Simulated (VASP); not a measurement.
# AlN (P6_3/mmc) in VASP: notebook, part 2 of 2

VASP 6.6.1.

### 3 Single point, PBEsol

Contents of INCAR:

```
PREC     = Accurate       # precision mode
ENCUT    = 450            # plane-wave cutoff, eV
EDIFF    = 1E-4           # SCF threshold, eV
ISMEAR   = 0              # smearing method
SIGMA    = 0.05           # smearing width, eV
LREAL    = False          # projectors in reciprocal space
LASPH    = True           # aspherical terms in the spheres
NELM     = 100            # most SCF steps
ALGO     = Normal         # electronic algorithm
ISIF     = 2              # what is computed and relaxed
LWAVE    = False          # write WAVECAR
LCHARG   = False          # write CHGCAR
GGA      = PS             # functional
ADDGRID  = False
```

Contents of KPOINTS:

```
regular mesh
0
Gamma
  6 6 4
```

Contents of POSCAR:

```
AlN
1.0
    3.3121157418      0.0000000000      0.0000000000
   -1.6560578709      2.8683763727      0.0000000000
    0.0000000000      0.0000000000      4.1875630000
Al N
2 2
Direct
    0.6237580000      0.3299140000      0.2556100000
    0.3117670000      0.6288490000      0.7350250000
    0.6903480000      0.3199170000      0.7468030000
    0.3351220000      0.6696830000      0.2481240000
```

Potentials or basis: VASP PAW PBE potentials, release 64 (Al, N).

Launch:

```console
$ cat potpaw_PBE.64/Al/POTCAR potpaw_PBE.64/N/POTCAR > POTCAR
$ mpirun -np 1 vasp_std > vasp.out
```

OUTCAR:

```text
PREC = Accurate
   ENCUT = 450
   EDIFF = 1E-4
   ISMEAR = 0
   LREAL = False
   LASPH = True
   NELM = 100
   ISIF = 2
   GGA = PS

 Found     76 irreducible k-points:

 Following reciprocal coordinates:
            Coordinates               Weight
  0.000000  0.000000  0.000000      1.000000
  0.166667  0.000000  0.000000      2.000000
  0.000000  0.166667  0.000000      2.000000
 -0.166667  0.166667  0.000000      2.000000
  0.333333 -0.000000  0.000000      2.000000
  0.000000  0.333333  0.000000      2.000000
   k-points           NKPTS =     76   k-points in BZ     NKDIM =     76   number of bands    NBANDS=     12
   number of dos      NEDOS =    301   number of ions     NIONS =      4
   total plane-waves  NPLWV =  17280
   dimension x,y,z NGX =    24 NGY =   24 NGZ =   30
   dimension x,y,z NGXF=    48 NGYF=   48 NGZF=   60
   ions per type =               2   2
   NGX,Y,Z   is equivalent  to a cutoff of  12.05, 12.05, 11.91 a.u.
   NGXF,Y,Z  is equivalent  to a cutoff of  24.09, 24.09, 23.82 a.u.
 SYSTEM =  unknown system
   PREC   = accura    normal or accurate (medium, high low for compatibility)
   ISTART =      0    job   : 0-new  1-cont  2-samecut
   ICHARG =      2    charge: 1-file 2-atom 10-const
   ISPIN  =      1    spin polarized calculation?
   LNONCOLLINEAR =      F non collinear calculations
   LSORBIT =      F    spin-orbit coupling
   LASPH  =      T    aspherical Exc in radial PAW
   ENCUT  =  450.0 eV  33.07 Ry    5.75 a.u.   5.73  5.73  7.24*2*pi/ulx,y,z
   NELM   =    100;   NELMIN=  2; NELMDL= -5     # of ELM steps
   EDIFF  = 0.1E-03   stopping-criterion for ELM
   LREAL  =      F    real-space projection
   EDIFFG = 0.1E-02   stopping-criterion for IOM
   NSW    =      0    number of steps for IOM
   IBRION =     -1    ionic relax: 0-MD 1-quasi-New 2-CG
   NFREE  =      0    steps in history (QN), initial steepest desc. (CG)
   ISIF   =      2    stress and relaxation
   ISYM   =      2    0-nonsym 1-usesym 2-fastsym
   POTIM  = 0.5000    time-step for ionic-motion
   TEBEG  =    0.0;   TEEND  =   0.0 temperature during run
   PSTRESS=    0.0 pullay stress
   NELECT =      16.0000    total number of electrons
   NUPDOWN=      -1.0000    fix difference up-down
   EMIN   =  10.00;   EMAX   =-10.00  energy-range for DOS
   EFERMI =   0.00;   METHOD = LEGACY
[... 21 lines left out ...]
   NGX = 11   NGY = 11   NGZ = 15

 number of electron      16.0000000 magnetization

 Free energy of the ion-electron system (eV)
  ---------------------------------------------------
  ext. energy  EPLUGINS =         0.00000000
  ---------------------------------------------------
  free energy    TOTEN  =       -30.55084521 eV

  energy without entropy =      -30.55084521  energy(sigma->0) =      -30.55084521

 E-fermi :   8.0825     XC(G=0): -11.3511

 val. band max:        7.8501336155   @ k =   0.0000   0.0000   0.0000
 cond. band min:      10.9393092021   @ k =   0.0000   0.0000   0.0000
 fundamental gap:      3.0891755866
 Fermi energy:         8.0825140882

 k-point     1 :       0.0000    0.0000    0.0000
  band No.  band energies     occupation
      1      -8.9213      2.00000
      2      -5.2653      2.00000
      3       0.9539      2.00000
      4       4.5146      2.00000
      5       4.5590      2.00000
      6       6.0456      2.00000
      7       6.4560      2.00000
      8       7.8501      2.00000
      9      10.9393      0.00000
     10      12.1461      0.00000
     11      15.5516      0.00000
     12      16.4745      0.00000
[... 61 lines left out ...]
 k-point     6 :       0.0000    0.3333    0.0000
  band No.  band energies     occupation
      1      -7.7722      2.00000
      2      -5.4827      2.00000
      3       1.9834      2.00000
      4       2.2355      2.00000
      5       3.5634      2.00000
      6       4.0967      2.00000
      7       6.0123      2.00000
      8       6.3003      2.00000
      9      12.0146      0.00000
     10      14.3497      0.00000
     11      15.5930      0.00000
     12      16.1529      0.00000

 [... further k-points ...]

------------------------ aborting loop because EDIFF is reached ----------------------------------------

  FORCE on cell =-STRESS in cart. coord.  units (eV):
  Direction    XX          YY          ZZ          XY          YZ          ZX
  --------------------------------------------------------------------------------------
  -------------------------------------------------------------------------------------
  Total        0.7759572     -0.7202204     -0.9211668      0.2596365      0.0790197     -0.2426643
  in kB       31.2496646    -29.0050097    -37.0976024     10.4561857      3.1823132     -9.7726757
  external PRESSURE =     -11.6176492 kB  Pullay stress =       0.0000000 kB

 VOLUME and BASIS-vectors are now :
 -----------------------------------------------------------------------------
  energy-cutoff  :      450.00
  volume of cell :       39.78
      direct lattice vectors                 reciprocal lattice vectors
     3.312115742  0.000000000  0.000000000     0.301921816  0.174314642  0.000000000
    -1.656057871  2.868376373  0.000000000     0.000000000  0.348629284  0.000000000
     0.000000000  0.000000000  4.187563000     0.000000000  0.000000000  0.238802377

 POSITION                                       TOTAL-FORCE (eV/Angst)
 -----------------------------------------------------------------------------------
      1.51960      0.94632      1.07038         2.508489     -0.441633     -0.623610
     -0.00880      1.80378      3.07796         1.605985      1.579799      0.646528
      1.75671      0.91764      3.12728        -2.644315     -0.985029     -0.045263
      0.00093      1.92090      1.03903        -1.470159     -0.153136      0.022345
 -----------------------------------------------------------------------------------
    total drift:                                0.000064      0.000540     -0.000365

  FREE ENERGIE OF THE ION-ELECTRON SYSTEM (eV)
  ---------------------------------------------------
  free  energy   TOTEN  =       -30.5508452099 eV

  energy  without entropy=      -30.5508452099  energy(sigma->0) =      -30.55084521
```

stdout:

```text
POSCAR found type information on POSCAR AlN
 POSCAR found :  2 types and       4 ions
 scaLAPACK will be used
 -----------------------------------------------------------------------------
|                                                                             |
|                                                                             |
|     You enforced a specific xc type in the INCAR file but a different       |
|     I HOPE YOU KNOW WHAT YOU ARE DOING!                                     |
|                                                                             |
 -----------------------------------------------------------------------------

 LDA part: xc-table for (Slater+PW92), standard interpolation
 POSCAR, INCAR and KPOINTS ok, starting setup
 FFT: planning ... GRIDC
 FFT: planning ... GRID_SOFT
 FFT: planning ... GRID
 WAVECAR not read
 entering main loop
```

Run time: 7.4 s. Hardware: 1 thread of Intel Xeon 6975P-C (Granite Rapids), shared host; peak memory 0.15 GiB.

The run converged, but some of its settings lie outside the range that counts as converged, so its numbers aren't taken as properties of the crystal.

Results:

```
Free energy            : -30.5508 eV
Largest force          : 2.822 eV/Å
Band gap on the k mesh : 3.09 eV, direct
```

Caveat: the cutoff is under 1.25 times the usual one of these potentials, so pressure, stress and relaxed cells hold a basis-set (Pulay) error; the PAW data sets were made with another functional, which shifts forces and pressure a little.

### 4 Single point, PBEsol

Edit INCAR of step 3 so:

```diff
@@ -2,3 +2,3 @@
 ENCUT    = 450            # plane-wave cutoff, eV
-EDIFF    = 1E-4           # SCF threshold, eV
+EDIFF    = 1E-5           # SCF threshold, eV
 ISMEAR   = 0              # smearing method
```

KPOINTS is that of step 3.

Contents of POSCAR:

```
AlN
1.0
    3.3121157418      0.0000000000      0.0000000000
   -1.6560578709      2.8683763727      0.0000000000
    0.0000000000      0.0000000000      4.1875630000
Al N
2 2
Direct
    0.6666666667      0.3333333333      0.2500000000
    0.3333333333      0.6666666667      0.7500000000
    0.6666666667      0.3333333333      0.7500000000
    0.3333333333      0.6666666667      0.2500000000
```

Launch:

```console
$ cat potpaw_PBE.64/Al/POTCAR potpaw_PBE.64/N/POTCAR > POTCAR
$ mpirun -np 1 vasp_std > vasp.out
```

Wall time 3.3 s (1 thread of Intel Xeon 6975P-C (Granite Rapids), shared host); peak memory 0.13 GiB.

The run converged, but some of its settings lie outside the range that counts as converged, so its numbers aren't taken as properties of the crystal.

Results:

```yaml
Free_energy: -30.9427 eV
Band_gap_on_the_k_mesh: 3.18 eV, direct
```

Caveat: the cutoff is under 1.25 times the usual one of these potentials, so pressure, stress and relaxed cells hold a basis-set (Pulay) error; the PAW data sets were made with another functional, which shifts forces and pressure a little.

### 5 Single point, PBEsol

INCAR is that of step 4.

KPOINTS is that of step 4.

Contents of POSCAR:

```
AlN
1.0
    3.3121157418      0.0000000000      0.0000000000
   -1.6560578709      2.8683763727      0.0000000000
    0.0000000000      0.0000000000      4.1875630000
Al N
2 2
Direct
    0.6237580000      0.3299140000      0.2556100000
    0.3117670000      0.6288490000      0.7350250000
    0.6903480000      0.3199170000      0.7468030000
    0.3351220000      0.6696830000      0.2481240000
```

Launch:

```console
$ cat potpaw_PBE.64/Al/POTCAR potpaw_PBE.64/N/POTCAR > POTCAR
$ mpirun -np 1 vasp_std > vasp.out
```

Wall time 8 s (1 thread of Intel Xeon 6975P-C (Granite Rapids), shared host); peak memory 0.15 GiB.

The run converged, but some of its settings lie outside the range that counts as converged, so its numbers aren't taken as properties of the crystal.

What came out:

```
Free energy            : -30.5508 eV
Largest force          : 2.823 eV/Å
Band gap on the k mesh : 3.09 eV, direct
```

Caveat: the cutoff is under 1.25 times the usual one of these potentials, so pressure, stress and relaxed cells hold a basis-set (Pulay) error; the PAW data sets were made with another functional, which shifts forces and pressure a little.
